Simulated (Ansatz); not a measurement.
# AlN (P6_3mc): a single-point run

The task is a single-point run on AlN (P6_3mc). The structure is shown as the input types it.

Computed with Ansatz 0.2.0 (DFT PBE, scalar-relativistic, plane waves, PAW, unless a step's input says otherwise).

3 further runs of the same task are left out: 3 set aside as unsound or not needed. Runs told in other sessions of the task aren't counted.

## (1) The starting structure

It takes space group P6_3mc (No. 186, hexagonal). The conventional cell has a = 3.130 Å, b = 3.130 Å, c = 5.018 Å, α = 90.00°, β = 90.00°, γ = 120.00°. Around Al (site symmetry 3m) lie 4 N at 1.90 to 1.91 Å. Around N (site symmetry 3m) lie 4 Al at 1.90 to 1.91 Å.

Structure file:

```cif
data_structure
_symmetry_space_group_name_H-M 'P6_3mc'
_symmetry_Int_Tables_number 186
_cell_length_a 3.1302
_cell_length_b 3.1302
_cell_length_c 5.0181
_cell_angle_alpha 90.000
_cell_angle_beta 90.000
_cell_angle_gamma 120.000
_cell_volume 42.58
loop_
_atom_site_label
_atom_site_type_symbol
_atom_site_symmetry_multiplicity
_atom_site_Wyckoff_symbol
_atom_site_fract_x
_atom_site_fract_y
_atom_site_fract_z
_atom_site_occupancy
Al1 Al 2 b 0.33333 0.66667 0.00173 1
N1 N 2 b 0.33333 0.66667 0.38327 1
```

## (2) The calculation

File input.yaml:

```yaml
crystal:
  lattice:
    - [3.130230491908, -2.886762633685e-11, 0.0]
    - [-1.565115245929, 2.710859125707, 0.0]
    - [0.0, 0.0, 5.0180689062]
  atoms:
    - { symbol: Al, position: [0.3333333333333, 0.6666666666667, 0.0017302439] }
    - { symbol: Al, position: [0.6666666666667, 0.3333333333333, 0.5017302439] }
    - { symbol: "N", position: [0.3333333333333, 0.6666666666667, 0.3832697561] }
    - { symbol: "N", position: [0.6666666666667, 0.3333333333333, 0.8832697561] }
basis:
  ecutwfc: 420
  ecutrho_ratio: 4
kpoints:
  mp_grid: { grid: [0, 12, 8] }
hamiltonian:
  xc: pbe
scf:
  occupations: { method: gaussian, width: 0.05 }
  max_iter: 60
output:
  forces: true
  stress: true
```

Run with:

```
> ansatz run input.yaml --threads 4 --pin off --max-ram 7168MiB --backend cpu --events-out ev --progress --plain --runs-dir out
```

What happens when this is run?

The program refused the input before any cycle. It says: «invalid value for `kpoints.mp_grid.grid`: each dimension must be in 1..=255»

Look at the input: kpoints.mp_grid.grid is [0, 12, 8]. The mesh can't be built from what was typed.

What to do: set kpoints.mp_grid.grid to [12, 12, 8].
